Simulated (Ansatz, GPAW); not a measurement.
# A Pd chain with two C atoms in line: relaxation, then transmission at several levels, part 2 of 3

Aim: the conductance of a Pd chain with two C atoms in line after relaxation, and whether geometry, basis or functional moves it most.

GPAW 26.7.0 and Ansatz 0.2.0; Ansatz plane waves; relaxation of the junction with the lead ends held; PAW set soft_1 (the session's first sound run).

So far, transmission at the Fermi level (one spin): step 3 (plane waves, PBE) 2.46.

## (4) Double-zeta polarised basis

The script solves lead and junction separately, takes H and S in the orbital basis, and joins semi-infinite leads through their self-energies; the dzp basis is the working standard.

This step: GPAW LCAO, PAW setups; Landauer transmission from Green's functions with principal layers (ASE), zero bias (GPAW 26.7.0).

run.py

```python
import json
import numpy as np
from ase import Atoms
from ase.transport.calculators import TransportCalculator
from gpaw import GPAW, FermiDirac
from gpaw.lcao.tools import get_lcao_hamiltonian
from scipy.linalg import eigh

# The junction with lead layers at both ends, along the third cell vector
device = Atoms(
    ['Pd', 'Pd', 'Pd', 'Pd', 'Pd', 'Pd', 'Pd', 'Pd', 'C', 'C', 'Pd', 'Pd', 'Pd', 'Pd', 'Pd', 'Pd', 'Pd', 'Pd'],
    positions=[
        [4.50000, 4.50000, 1.25000],
        [4.50000, 4.50000, 3.75000],
        [4.50000, 4.50000, 6.25000],
        [4.50000, 4.50000, 8.75000],
        [4.50000, 4.50000, 11.25000],
        [4.50000, 4.50000, 13.75000],
        [4.48822, 4.24790, 16.33337],
        [4.49118, 5.10698, 18.79028],
        [4.47680, 4.61960, 20.61831],
        [4.44291, 4.40366, 21.88658],
        [4.31247, 3.92882, 23.71298],
        [4.56473, 4.76317, 26.16562],
        [4.50000, 4.50000, 28.74700],
        [4.50000, 4.50000, 31.24700],
        [4.50000, 4.50000, 33.74700],
        [4.50000, 4.50000, 36.24700],
        [4.50000, 4.50000, 38.74700],
        [4.50000, 4.50000, 41.24700]],
    cell=[[9.0, 0.0, 0.0], [0.0, 9.0, 0.0], [0.0, 0.0, 42.497]],
    pbc=True)

# One principal layer of the lead: the first 5 atoms of the device
lead = Atoms(
    ['Pd', 'Pd', 'Pd', 'Pd', 'Pd'],
    positions=[
        [4.50000, 4.50000, 1.25000],
        [4.50000, 4.50000, 3.75000],
        [4.50000, 4.50000, 6.25000],
        [4.50000, 4.50000, 8.75000],
        [4.50000, 4.50000, 11.25000]],
    cell=[[9.0, 0.0, 0.0], [0.0, 9.0, 0.0], [0.0, 0.0, 12.5]],
    pbc=True)

settings = dict(mode='lcao', basis='dzp', xc='PBE', h=0.2,
                occupations=FermiDirac(0.1), maxiter=250,
                mixer=dict(beta=0.1, nmaxold=8, weight=100.0),
                convergence=dict(density=0.0001))
energies = np.arange(-2, 2 + 1e-9, 0.025)
eta = 0.0001
n1, n2 = 1, 1
# k and -k transmit alike, so half of the mesh across the current serves
mesh = [(i, j) for i in range(n1) for j in range(n2) if (i, j) <= (-i % n1, -j % n2)]
weights = np.array([1 if (i, j) == (-i % n1, -j % n2) else 2 for i, j in mesh]) / (n1 * n2)

# [... helper functions left out ...]
fermi_lead = ground_state(lead, (1, 1, 9), 'lead.txt')
fermi_device = ground_state(device, (1, 1, 2), 'device.txt')
# [... loop over the mesh left out, but for ...]
        # Shift the lead onto the potential of the device's first layer
        shift = ((H[:, 0, 0] - H0[:, 0, 0]) / S0[0, 0]).real.mean()
# [...]
kT = 8.617333e-5 * 300
bias = [0.1, 0.2, 0.5, 1.0, 1.5, 2.0]
# [... integrals and printing left out ...]
```

Started as:

```
> OMP_NUM_THREADS=1 OPENBLAS_NUM_THREADS=1 python run.py
```

The job ended after 7.6 min (1 thread of Arm Neoverse V1, shared host; peak memory 1.7 GiB).

This step gave:

| Quantity | Value |
| --- | --- |
| conductance | 2.339 G₀ |
| largest coupling past the next principal layer | 1.07e-4 eV |
| largest misfit of the first principal layer | 0.04412 eV |
| shift that aligns the lead | -0.001209 eV |
| basis functions of the junction | 458 |
| basis functions of a principal layer | 135 |
| transmission at the Fermi level (one spin) | 2.458 |

One spin. Transmission, zone mean against energy, zero at the Fermi level:

```
energy (eV)  transmission, zone mean
     -2.000                     1.01
     -1.900                     1.05
     -1.800                     1.14
     -1.700                     1.28
     -1.600                     1.46
     -1.500                     1.64
     -1.400                     1.74
     -1.375                     1.75
     -1.300                     1.70
     -1.200                     1.46
     -1.100                     1.01
     -1.000                    0.553
     -0.900                    0.541
     -0.800                     1.80
     -0.775                     1.86
     -0.700                     1.67
     -0.600                     1.29
     -0.500                     1.94
     -0.400                     1.65
     -0.300                     1.77
     -0.200                     2.33
     -0.100                     2.76
      0.000                     2.46
      0.100                     1.08
      0.200                    0.391
      0.300                    0.297
      0.400                    0.229
      0.500                    0.182
      0.600                    0.149
      0.700                    0.125
      0.800                    0.107
      0.900                   0.0946
      1.000                   0.0855
      1.100                   0.0788
      1.200                   0.0741
      1.300                   0.0707
      1.400                   0.0684
      1.500                   0.0669
      1.600                   0.0661
      1.700                   0.0660
      1.800                   0.0663
      1.900                   0.0672
      2.000                   0.0684
```

Crossings of the lead's bands, unfolded to its shortest repeat. Open channels, zone mean against energy, zero at the Fermi level:

```
energy (eV)  open channels, zone mean
     -2.000                         3
     -1.900                         3
     -1.800                         3
     -1.700                         3
     -1.600                         3
     -1.500                         3
     -1.400                         3
     -1.300                         3
     -1.200                         3
     -1.100                         3
     -1.000                         5
     -0.900                         5
     -0.800                         5
     -0.700                         5
     -0.600                         5
     -0.500                         5
     -0.400                         4
     -0.300                         4
     -0.200                         4
     -0.100                         4
      0.000                         4
      0.100                         4
      0.200                         1
      0.300                         1
      0.400                         1
      0.500                         1
      0.600                         1
      0.700                         1
      0.800                         1
      0.900                         1
      1.000                         1
      1.100                         1
      1.200                         1
      1.300                         1
      1.400                         1
      1.500                         1
      1.600                         1
      1.700                         1
      1.800                         1
      1.900                         1
      2.000                         1
```

Not self-consistent under bias; the bias window is split evenly. Current through one cell, from the zero-bias transmission against bias:

```
bias (V)  current through one cell, from the zero-bias transmission (μA)
   0.100                                                            17.8
   0.200                                                            33.8
   0.500                                                            68.3
   1.000                                                             104
   1.500                                                             136
   2.000                                                             159
```

Table of transmission of the three most open eigenchannels by energy, zero at the Fermi level:

```
energy (eV)  channel 1  channel 2  channel 3
     -2.000      0.779      0.224    0.00612
     -1.800      0.860      0.254     0.0276
     -1.600      0.923      0.446     0.0948
     -1.400      0.932      0.635      0.173
     -1.200      0.858      0.443      0.159
     -1.000      0.525     0.0177    0.00971
     -0.800      0.817      0.723      0.261
     -0.600      0.685      0.436      0.166
     -0.400      0.993      0.482      0.175
     -0.200      0.862      0.853      0.615
      0.000      0.946      0.883      0.629
      0.200      0.391     2.5e-7    1.4e-11
      0.400      0.229     2.6e-7          0
      0.600      0.149     2.6e-7          0
      0.800      0.107     2.7e-7          0
      1.000     0.0855     2.8e-7          0
      1.200     0.0741     2.9e-7          0
      1.400     0.0684     3.0e-7          0
      1.600     0.0661     3.1e-7          0
      1.800     0.0663     3.1e-7          0
      2.000     0.0684     3.2e-7          0
```

At the Fermi level T is 2.46 against 2.46 in plane waves. Couplings past the next layer reach 1.1e-4 eV, small enough to drop; the matrix elements of the cell's first layer differ from the bulk lead's by up to 0.044 eV. That layer keeps its own values in the calculation, and only beyond it is the lead taken as perfect. The Fermi levels of lead and junction count from different zeros of potential, one for each periodic cell; with both set to zero, the small remaining shift is what aligns them. By hand: G = 2.339 × 77.48 μS = 181 μS, a resistance of 5.52 kΩ; at 0.1 V a linear junction would pass 18.1 μA, and the integral over the bias window gives 17.8 μA.

## (5) Single-zeta polarised basis

One radial function a shell plus polarisation makes the matrices smaller; the question is what that costs.

run.py: that of step 4 with these lines changed.

```diff
@@ -45,3 +45,3 @@
 
-settings = dict(mode='lcao', basis='dzp', xc='PBE', h=0.2,
+settings = dict(mode='lcao', basis='szp(dzp)', xc='PBE', h=0.2,
                 occupations=FermiDirac(0.1), maxiter=250,
```

The job ended after 4.4 min (1 thread; peak memory 1.6 GiB).

Numbers from this step:

* conductance: 1.826 G₀
* largest coupling past the next principal layer: 1.09e-4 eV
* largest misfit of the first principal layer: 0.06509 eV
* shift that aligns the lead: -0.001047 eV
* basis functions of the junction: 258
* basis functions of a principal layer: 75
* transmission at the Fermi level (one spin): 2.030

One spin. Table of transmission, zone mean by energy, zero at the Fermi level:

energy (eV), transmission, zone mean and a bar:
```
   -2.000       0.66 #######
   -1.900       0.73 ########
   -1.800       0.85 #########
   -1.700       1.02 ###########
   -1.600       1.23 ##############
   -1.500       1.40 ################
   -1.475       1.42 ################
   -1.400       1.32 ###############
   -1.300       0.88 ##########
   -1.200       0.62 #######
   -1.100       0.51 #####
   -1.000       1.03 ############
   -0.900       1.48 #################
   -0.875       1.50 #################
   -0.800       1.35 ###############
   -0.700       0.97 ###########
   -0.625       1.44 ################
   -0.600       0.69 #######
   -0.500       1.15 #############
   -0.400       1.73 ####################
   -0.300       1.60 ##################
   -0.200       1.97 #######################
   -0.100       2.52 #############################
   -0.075       2.58 ##############################
    0.000       2.03 #######################
    0.100       0.57 ######
    0.200       0.30 ###
    0.300       0.19 ##
    0.400       0.15 #
    0.500       0.12 #
    0.600       0.11 #
    0.700       0.09 
    0.800       0.08 
    0.900       0.08 
    1.000       0.07 
    1.100       0.07 
    1.200       0.06 
    1.300       0.06 
    1.400       0.06 
    1.500       0.06 
    1.600       0.06 
    1.700       0.06 
    1.800       0.06 
    1.900       0.06 
    2.000       0.06
```

The conductance, 1.83 G₀, lies 22 % below that of the dzp run.

## (6) Minimal basis

The minimal basis is the cheapest rung: no second zeta and no polarisation.

run.py: that of step 5 with these lines changed.

```diff
@@ -45,3 +45,3 @@
 
-settings = dict(mode='lcao', basis='szp(dzp)', xc='PBE', h=0.2,
+settings = dict(mode='lcao', basis='sz(dzp)', xc='PBE', h=0.2,
                 occupations=FermiDirac(0.1), maxiter=250,
```

Elapsed: 4 min, on 1 thread; peak memory 1.5 GiB.

This step gave:

```yaml
conductance: 1.764 G₀
largest_misfit_of_the_first_principal_layer: 0.03725 eV
shift_that_aligns_the_lead: 7.99e-4 eV
basis_functions_of_the_junction: 200
basis_functions_of_a_principal_layer: 60
transmission_at_the_fermi_level_one_spin: 1.874
```

The conductance, 1.76 G₀, lies 25 % below that of the dzp run.

## (7) RPBE in the dzp basis: xc = "RPBE"

Back in the dzp basis, the functional changes from PBE to RPBE, to set the spread between functionals beside that between bases.

run.py: that of step 6 with these lines changed.

```diff
@@ -45,3 +45,3 @@
 
-settings = dict(mode='lcao', basis='sz(dzp)', xc='PBE', h=0.2,
+settings = dict(mode='lcao', basis='dzp', xc='RPBE', h=0.2,
                 occupations=FermiDirac(0.1), maxiter=250,
```

Wall time 8.4 min (1 thread); peak memory 1.7 GiB.

Numbers from this step:

* conductance: 2.334 G₀
* largest coupling past the next principal layer: 1.02e-4 eV
* largest misfit of the first principal layer: 0.04901 eV
* shift that aligns the lead: -0.001000 eV
* basis functions of the junction: 458
* basis functions of a principal layer: 135
* transmission at the Fermi level (one spin): 2.466

One spin. Table of transmission, zone mean by energy, zero at the Fermi level:

```
energy (eV)  transmission, zone mean
     -2.000                    0.981
     -1.900                     1.03
     -1.800                     1.12
     -1.700                     1.27
     -1.600                     1.45
     -1.500                     1.63
     -1.400                     1.74
     -1.375                     1.74
     -1.300                     1.68
     -1.200                     1.40
     -1.100                    0.924
     -1.000                    0.527
     -0.900                    0.697
     -0.800                     1.84
     -0.775                     1.84
     -0.700                     1.62
     -0.600                     1.24
     -0.525                     1.85
     -0.500                     1.39
     -0.400                     1.70
     -0.300                     1.73
     -0.200                     2.31
     -0.100                     2.79
      0.000                     2.47
      0.100                    0.924
      0.200                    0.404
      0.300                    0.308
      0.400                    0.239
      0.500                    0.192
      0.600                    0.158
      0.700                    0.133
      0.800                    0.115
      0.900                    0.102
      1.000                   0.0919
      1.100                   0.0846
      1.200                   0.0793
      1.300                   0.0755
      1.400                   0.0729
      1.500                   0.0711
      1.600                   0.0702
      1.700                   0.0700
      1.800                   0.0703
      1.900                   0.0711
      2.000                   0.0724
```

The conductance, 2.33 G₀, lies 0.2 % below that of the dzp run.

## (8) The structure as built: geometry = "as built"

The dzp basis with PBE on the structure as first built shows what the relaxation was worth.

run.py: that of step 7 with these lines changed.

```diff
@@ -18,8 +18,8 @@
         [4.50000, 4.50000, 13.75000],
-        [4.48822, 4.24790, 16.33337],
-        [4.49118, 5.10698, 18.79028],
-        [4.47680, 4.61960, 20.61831],
-        [4.44291, 4.40366, 21.88658],
-        [4.31247, 3.92882, 23.71298],
-        [4.56473, 4.76317, 26.16562],
+        [4.50000, 4.50000, 16.25000],
+        [4.50000, 4.50000, 18.75000],
+        [4.50000, 4.50000, 20.60850],
+        [4.50000, 4.50000, 21.88850],
+        [4.50000, 4.50000, 23.74700],
+        [4.50000, 4.50000, 26.24700],
         [4.50000, 4.50000, 28.74700],
@@ -45,3 +45,3 @@
 
-settings = dict(mode='lcao', basis='dzp', xc='RPBE', h=0.2,
+settings = dict(mode='lcao', basis='dzp', xc='PBE', h=0.2,
                 occupations=FermiDirac(0.1), maxiter=250,
```

The job ended after 5.7 min (1 thread; peak memory 1.7 GiB).

This step gave:

| Quantity | Value |
| --- | --- |
| conductance | 2.785 G₀ |
| largest coupling past the next principal layer | 1.07e-4 eV |
| largest misfit of the first principal layer | 0.04101 eV |
| shift that aligns the lead | 6.30e-4 eV |
| transmission at the Fermi level (one spin) | 2.827 |

The conductance, 2.79 G₀, lies 19 % above that of the dzp run.

## (9) All levels side by side

Times are wall times on the hardware named with each run. The series side by side:

```
no.       run  conductance (G₀)     time  memory (GiB)
  1    pw PBE             2.374  2.6 min           5.2
  2       dzp             2.339  7.6 min           1.7
  3       szp             1.826  4.4 min           1.6
  4        sz             1.764    4 min           1.5
  5  dzp RPBE             2.334  8.4 min           1.7
  6   asbuilt             2.785  5.7 min           1.7
```

## (10) The levels side by side

The curves are compared point by point over the common energies.

This step: comparison of transmission and cost over codes, levels and geometry; PAW set soft_1 (GPAW 26.7.0).

Ladder, by row:

```
    step    code  T at the Fermi level (sum over the listed spins)  conductance (G0)  r.m.s. T(E) from the first  wall time (s)  peak memory (GiB)  threads
  pw-pbe  Ansatz                                             2.463             2.374                           0          153.7              5.232        4
     dzp    GPAW                                             2.458             2.339                       0.222          455.6               1.71        1
     szp    GPAW                                              2.03             1.826                      0.3389          264.4               1.61        1
      sz    GPAW                                             1.874             1.764                      0.2264          239.4               1.54        1
dzp-RPBE    GPAW                                             2.466             2.334                      0.2014          504.7               1.71        1
 asbuilt    GPAW                                             2.827             2.785                       0.405          344.5               1.71        1
```

The transmission, zone mean, sum over the listed spins by energy, zero at the Fermi level:

```
energy (eV)  pw-pbe     dzp     szp      sz  dzp-RPBE  asbuilt
     -2.000    1.12    1.01   0.658   0.801     0.981     1.54
     -1.800    1.25    1.14   0.850   0.998      1.12     1.70
     -1.600    1.60    1.46    1.23    1.38      1.45     1.59
     -1.425    1.80    1.73    1.38    1.59      1.72     1.41
     -1.400    1.80    1.74    1.32    1.56      1.74     1.39
     -1.200    1.18    1.46   0.620   0.734      1.40     1.23
     -1.000   0.508   0.553    1.03   0.831     0.527     1.22
     -0.875    1.74   0.798    1.50    1.70      1.04     1.32
     -0.850    1.80    1.19    1.48    1.72      1.43     1.36
     -0.800    1.76    1.80    1.35    1.67      1.84     1.44
     -0.600    1.97    1.29   0.688    1.84      1.24     2.00
     -0.500    1.11    1.94    1.15    1.11      1.39     2.38
     -0.400    1.80    1.65    1.73    1.83      1.70     2.47
     -0.200    2.42    2.33    1.97    2.28      2.31     2.73
     -0.125    2.64    2.72    2.40    2.44      2.74     2.80
     -0.100    2.65    2.76    2.52    2.43      2.79     2.82
     -0.075    2.64    2.75    2.58    2.40      2.78     2.83
      0.000    2.46    2.46    2.03    1.87      2.47     2.83
      0.200   0.333   0.391   0.298   0.409     0.404    0.901
      0.400   0.206   0.229   0.147   0.174     0.239    0.347
      0.600   0.137   0.149   0.105   0.114     0.158    0.150
      0.800   0.101   0.107  0.0845  0.0876     0.115   0.0909
      1.000  0.0830  0.0855  0.0722  0.0732    0.0919   0.0671
      1.200  0.0736  0.0741  0.0646  0.0650    0.0793   0.0550
      1.400  0.0691  0.0684  0.0604  0.0607    0.0729   0.0478
      1.600  0.0677  0.0661  0.0585  0.0591    0.0702   0.0429
      1.800  0.0686  0.0663  0.0587  0.0595    0.0703   0.0392
      2.000  0.0713  0.0684  0.0603  0.0618    0.0724   0.0363
```

(Continued in part 3 of 3.)

[Logs are printed without paths, hosts, clocks, repeated set-up lines and the standing remarks that a program may print on its own settings, such as how far it seeks lower states.]

[Hosts, paths, dates, database ids (printed as entryN), source tags and the programs' standing remarks are cut or masked in the printed files.]
